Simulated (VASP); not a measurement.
# ZnO (P6_3mc) in VASP: further runs

The runs below take ZnO through relaxation of cell and atoms, with PBE.

Everything below comes from runs of VASP 6.6.1. Logs are shortened: lines on timing, memory, paths and dates and some standing lists are left out, and cuts for length are marked.

## Step 1: The structure

The structure is hexagonal, space group P6_3mc (No. 186). Conventional cell: a = 3.249 Å, b = 3.249 Å, c = 5.206 Å, α = 90.00°, β = 90.00°, γ = 120.00°. Zn (site symmetry 3m) is surrounded by 4 O at 1.97 to 1.98 Å. O (site symmetry 3m) has 4 Zn at 1.97 to 1.98 Å as nearest neighbours.

## Step 2: Relaxation of cell and atoms, PBE

The input, INCAR:

```
SYSTEM = ZnO
ALGO = Normal
EDIFF = 1E-7
EDIFFG = -0.002
ENCUT = 520
GGA = PE
IBRION = 2
ISIF = 3
ISMEAR = 0
KPAR = 4
LASPH = .True.
LCHARG = .False.
LREAL = .False.
LWAVE = .False.
NELM = 80
NSW = 80
PREC = Accurate
SIGMA = 0.02
```

The input, KPOINTS:

```
k-points
0
Gamma
  12 12 6
  0 0 0
```

The input, POSCAR:

```
ZnO
1.0
    3.2493080000      0.0000000000      0.0000000000
   -1.6246540000      2.8139832700      0.0000000000
    0.0000000000      0.0000000000      5.2057090000
Zn O
2 2
Direct
    0.3333333300      0.6666666700      0.5000000000
    0.6666666700      0.3333333300      0.0000000000
    0.6666666700      0.3333333300      0.3790100000
    0.3333333300      0.6666666700      0.8790100000
```

Potentials or basis: VASP PAW PBE potentials, release 64 (Zn, O).

Started as:

```
cat potpaw_PBE.64/Zn/POTCAR potpaw_PBE.64/O/POTCAR > POTCAR
mpirun -np 4 vasp_std > vasp.out
```

OUTCAR:

```text
SYSTEM = ZnO
   EDIFF = 1E-7
   EDIFFG = -0.002
   ENCUT = 520
   GGA = PE
   IBRION = 2
   ISIF = 3
   ISMEAR = 0
   LASPH = .True.
   LREAL = .False.
   NELM = 80
   NSW = 80
   PREC = Accurate

 ion  position               nearest neighbor table
   1  0.333  0.667  0.500-   4 1.97   3 1.98   3 1.98   3 1.98
   2  0.667  0.333  0.000-   3 1.97   4 1.98   4 1.98   4 1.98
   3  0.667  0.333  0.379-   2 1.97   1 1.98   1 1.98   1 1.98
   4  0.333  0.667  0.879-   1 1.97   2 1.98   2 1.98   2 1.98

  LATTYP: Found a hexagonal cell.
 ALAT       =     3.2493080000
 C/A-ratio  =     1.6020977390

  Lattice vectors:

 A1 = (   3.2493080000,   0.0000000000,   0.0000000000)
 A2 = (  -1.6246540000,   2.8139832700,   0.0000000000)
 A3 = (   0.0000000000,   0.0000000000,   5.2057090000)

Analysis of symmetry for initial positions (statically):
=====================================================================
 Subroutine PRICEL returns:
 Original cell was already a primitive cell.

 Routine SETGRP: Setting up the symmetry group for a
 hexagonal supercell.

 Subroutine GETGRP returns: Found 12 space group operations
 (whereof  6 operations were pure point group operations)
 out of a pool of 24 trial point group operations.

The static configuration has the point symmetry C_3v.
 The point group associated with its full space group is C_6v.

Analysis of symmetry for dynamics (positions and initial velocities):
=====================================================================
 Subroutine PRICEL returns:
 Original cell was already a primitive cell.

 Routine SETGRP: Setting up the symmetry group for a
 hexagonal supercell.

 Subroutine GETGRP returns: Found 12 space group operations
 (whereof  6 operations were pure point group operations)
 out of a pool of 24 trial point group operations.

The dynamic configuration has the point symmetry C_3v.
 The point group associated with its full space group is C_6v.

 Subroutine INISYM returns: Found 12 space group operations
 (whereof  6 operations are pure point group operations),
 and found     1 'primitive' translations

----------------------------------------------------------------------------------------

                                     Primitive cell

  volume of cell :      47.5984

  direct lattice vectors                    reciprocal lattice vectors
     3.249308000  0.000000000  0.000000000     0.307757836  0.177684070  0.000000000
    -1.624654000  2.813983270  0.000000000     0.000000000  0.355368140  0.000000000
     0.000000000  0.000000000  5.205709000     0.000000000  0.000000000  0.192096792

  length of vectors
     3.249308000  3.249307998  5.205709000     0.355368140  0.355368140  0.192096792

  position of ions in fractional coordinates (direct lattice)
     0.333333330  0.666666670  0.500000000
     0.666666670  0.333333330  0.000000000
     0.666666670  0.333333330  0.379010000
     0.333333330  0.666666670  0.879010000

  ion indices of the primitive-cell ions
   primitive index   ion index
                 1           1
                 2           2
                 3           3
                 4           4

----------------------------------------------------------------------------------------

 KPOINTS: k-points

Automatic generation of k-mesh.
 Grid dimensions read from file:
 generate k-points for:   12   12    6

 Generating k-lattice:

  Cartesian coordinates                     Fractional coordinates (reciprocal lattice)
     0.025646486  0.014807006  0.000000000     0.083333333  0.000000000  0.000000000
     0.000000000  0.029614012  0.000000000     0.000000000  0.083333333  0.000000000
     0.000000000  0.000000000  0.032016132     0.000000000  0.000000000  0.166666667

  Length of vectors
     0.029614012  0.029614012  0.032016132

  Shift w.r.t. Gamma in fractional coordinates (k-lattice)
     0.000000000  0.000000000  0.000000000

 Subroutine IBZKPT returns following result:
 ===========================================

 Found     76 irreducible k-points:

 Following reciprocal coordinates:
            Coordinates               Weight
  0.000000  0.000000  0.000000      1.000000
  0.083333  0.000000  0.000000      6.000000
  0.166667  0.000000  0.000000      6.000000
  0.250000  0.000000  0.000000      6.000000
  0.333333  0.000000  0.000000      6.000000
  0.416667  0.000000  0.000000      6.000000
[... 16 lines left out ...]
  0.250000  0.000000  0.166667     12.000000
  0.333333  0.000000  0.166667     12.000000
 [... further k-points ...]
   k-points           NKPTS =     76   k-points in BZ     NKDIM =     76   number of bands    NBANDS=     22
   number of dos      NEDOS =    301   number of ions     NIONS =      4
   total plane-waves  NPLWV =  23040
   dimension x,y,z NGX =    24 NGY =   24 NGZ =   40
   dimension x,y,z NGXF=    48 NGYF=   48 NGZF=   80
   ions per type =               2   2
   NGX,Y,Z   is equivalent  to a cutoff of  12.28, 12.28, 12.77 a.u.
   NGXF,Y,Z  is equivalent  to a cutoff of  24.56, 24.56, 25.55 a.u.
 SYSTEM =  ZnO
   PREC   = accura    normal or accurate (medium, high low for compatibility)
   ISTART =      0    job   : 0-new  1-cont  2-samecut
   ICHARG =      2    charge: 1-file 2-atom 10-const
   ISPIN  =      1    spin polarized calculation?
   LNONCOLLINEAR =      F non collinear calculations
   LSORBIT =      F    spin-orbit coupling
   LASPH  =      T    aspherical Exc in radial PAW
   ENCUT  =  520.0 eV  38.22 Ry    6.18 a.u.   6.04  6.04  9.68*2*pi/ulx,y,z
   NELM   =     80;   NELMIN=  2; NELMDL= -5     # of ELM steps
   EDIFF  = 0.1E-06   stopping-criterion for ELM
   LREAL  =      F    real-space projection
   EDIFFG = -.2E-02   stopping-criterion for IOM
   NSW    =     80    number of steps for IOM
   IBRION =      2    ionic relax: 0-MD 1-quasi-New 2-CG
   NFREE  =      1    steps in history (QN), initial steepest desc. (CG)
   ISIF   =      3    stress and relaxation
   ISYM   =      2    0-nonsym 1-usesym 2-fastsym
   POTIM  = 0.5000    time-step for ionic-motion
   TEBEG  =    0.0;   TEEND  =   0.0 temperature during run
   PSTRESS=    0.0 pullay stress
   NELECT =      36.0000    total number of electrons
   NUPDOWN=      -1.0000    fix difference up-down
   EMIN   =  10.00;   EMAX   =-10.00  energy-range for DOS
   EFERMI =   0.00;   METHOD = LEGACY
   ISMEAR =     0;   SIGMA  =   0.02  broadening in eV -4-tet -1-fermi 0-gaus
   EFERMI_NEDOS =   21; number of points for ismear=-14 and -15
   IALGO  =     38    algorithm
   IMIX   =      4    mixing-type and parameters
     AMIX     =   0.40;   BMIX     =  1.00
     AMIX_MAG =   1.60;   BMIX_MAG =  1.00
  volume/ion in A,a.u.               =      11.90        80.30
  Fermi-wavevector in a.u.,A,eV,Ry     =   1.491574  2.818667 30.270160  2.224794
  Thomas-Fermi vector in A             =   2.604212
   LORBIT       =      0    0 simple, 1 ext, 2 COOP (PROOUT), +10 PAW based schemes
   GGA     = PE    functional components
   LHFCALC =     F    Hartree Fock is set to
   AEXX    =    0.0000 exact exchange contribution
   IVDW    =     0    specifies the selected vdW correction
   LEPSILON=     F    determine dielectric tensor
   LRPA    =     F    only Hartree local field effects (RPA)
 conjugate gradient relaxation of ions
 non-spin polarized calculation
 Gauss-broadening in eV      SIGMA  =   0.02
  energy-cutoff  :      520.00
  volume of cell :       47.60
 maximum number of plane-waves:      1302
   NGX = 13   NGY = 13   NGZ = 19

--------------------------------------- Ionic step        1  -------------------------------------------

 number of electron      36.0000017 magnetization

 Free energy of the ion-electron system (eV)
  ---------------------------------------------------
  ext. energy  EPLUGINS =         0.00000000
  ---------------------------------------------------
  free energy    TOTEN  =       -17.82239362 eV

  energy without entropy =      -17.82239362  energy(sigma->0) =      -17.82239362

------------------------ aborting loop because EDIFF is reached ----------------------------------------

  FORCE on cell =-STRESS in cart. coord.  units (eV):
  Direction    XX          YY          ZZ          XY          YZ          ZX
  --------------------------------------------------------------------------------------
  -------------------------------------------------------------------------------------
  Total        1.6093832      1.6093832      2.1334345      0.0000000      0.0000000      0.0000000
  in kB       54.1723602     54.1723601     71.8120986      0.0000000      0.0000000      0.0000000
  external PRESSURE =      60.0522730 kB  Pullay stress =       0.0000000 kB
[... 95 lines left out ...]
  FREE ENERGIE OF THE ION-ELECTRON SYSTEM (eV)
  ---------------------------------------------------
  free  energy   TOTEN  =       -17.8599503321 eV

  energy  without entropy=      -17.8599503321  energy(sigma->0) =      -17.85995033

[... ionic steps 4 to 8 ...]

--------------------------------------- Ionic step        9  -------------------------------------------

 number of electron      36.0000035 magnetization

------------------------ aborting loop because EDIFF is reached ----------------------------------------

  FORCE on cell =-STRESS in cart. coord.  units (eV):
  Direction    XX          YY          ZZ          XY          YZ          ZX
  --------------------------------------------------------------------------------------
  -------------------------------------------------------------------------------------
  Total        0.0059815      0.0059815      0.0010098      0.0000000     -0.0000000      0.0000000
  in kB        0.1931410      0.1931410      0.0326057      0.0000000     -0.0000000      0.0000000
  external PRESSURE =       0.1396292 kB  Pullay stress =       0.0000000 kB
[... 61 lines left out ...]
  energy  without entropy=      -17.8600624145  energy(sigma->0) =      -17.86006241

--------------------------------------- Ionic step       11  -------------------------------------------

 number of electron      36.0000037 magnetization

 Free energy of the ion-electron system (eV)
  ---------------------------------------------------
  ext. energy  EPLUGINS =         0.00000000
  ---------------------------------------------------
  free energy    TOTEN  =       -17.86008420 eV

  energy without entropy =      -17.86008420  energy(sigma->0) =      -17.86008420

 E-fermi :   0.9994     XC(G=0): -10.6911

 val. band max:        0.8382828805   @ k =   0.0000   0.0000   0.0000
 cond. band min:       1.5568291622   @ k =   0.0000   0.0000   0.0000
 fundamental gap:      0.7185462818
 Fermi energy:         0.9994350405

 k-point     1 :       0.0000    0.0000    0.0000
  band No.  band energies     occupation
      1     -16.9292      2.00000
      2     -16.2713      2.00000
      3      -4.6702      2.00000
      4      -4.6702      2.00000
      5      -4.6306      2.00000
      6      -4.4952      2.00000
[... 574 lines left out ...]
      6      -4.2944      2.00000
[... 14 lines left out ...]
     21       8.9954      0.00000
     22       9.5442      0.00000

 [... further k-points ...]
[... 5 lines left out ...]
  --------------------------------------------------------------------------------------
  -------------------------------------------------------------------------------------
  Total       -0.0054200     -0.0054200      0.0025548      0.0000000      0.0000000      0.0000000
  in kB       -0.1749821     -0.1749821      0.0824823      0.0000000      0.0000000      0.0000000
  external PRESSURE =      -0.0891607 kB  Pullay stress =       0.0000000 kB
[... 19 lines left out ...]
  FREE ENERGIE OF THE ION-ELECTRON SYSTEM (eV)
  ---------------------------------------------------
  free  energy   TOTEN  =       -17.8600841977 eV

  energy  without entropy=      -17.8600841977  energy(sigma->0) =      -17.86008420

 reached required accuracy - stopping structural energy minimisation
```

It took 45 s on 4 MPI ranks of Intel Xeon 6975P-C (Granite Rapids), shared host; peak memory 0.21 GiB.

What came out:

```yaml
Free_energy: -17.8601 eV
Relaxed_volume: 12.41 Å³/atom
Relaxed_cell: a = 3.287 Å, b = 3.287 Å, c = 5.304 Å, α = 90.00°, β = 90.00°, γ = 120.00°
Space_group_after_relaxing_to_0.05_Å: P6_3mc (No. 186)
Energy_gained_by_relaxing: 9.4 meV/atom
Ionic_steps: 11
Pressure_after_relaxing: 0.0 GPa
Band_gap_on_the_k_mesh: 0.72 eV, direct
```

Step by step:
```tsv
step	energy change (eV)	largest force (eV/Å)	pressure (GPa)	volume (Å³)
1	0.0000	0.0740	6.01	47.60
2	-0.0277	0.0274	-2.75	50.74
3	-0.0376	0.0007	0.01	49.63
4	-0.0375	0.0017	-0.12	49.67
5	-0.0376	0.0101	0.06	49.61
6	-0.0376	0.0107	0.05	49.60
7	-0.0376	0.0119	0.07	49.60
8	-0.0376	0.0110	0.08	49.60
9	-0.0377	0.0110	0.01	49.62
10	-0.0377	0.0109	-0.03	49.64
11	-0.0377	0.0007	-0.01	49.63
```

Final structure:
```yaml
crystal:
  lattice:
    - [3.28693, 0.00000, 0.00000]
    - [-1.64346, 2.84656, 0.00000]
    - [0.00000, 0.00000, 5.30398]
  atoms:
    - { symbol: Zn, position: [0.33333, 0.66667, 0.49993] }
    - { symbol: Zn, position: [0.66667, 0.33333, 0.99993] }
    - { symbol: O, position: [0.66667, 0.33333, 0.37908] }
    - { symbol: O, position: [0.33333, 0.66667, 0.87908] }
```

(Continued in part 2 of 2.)
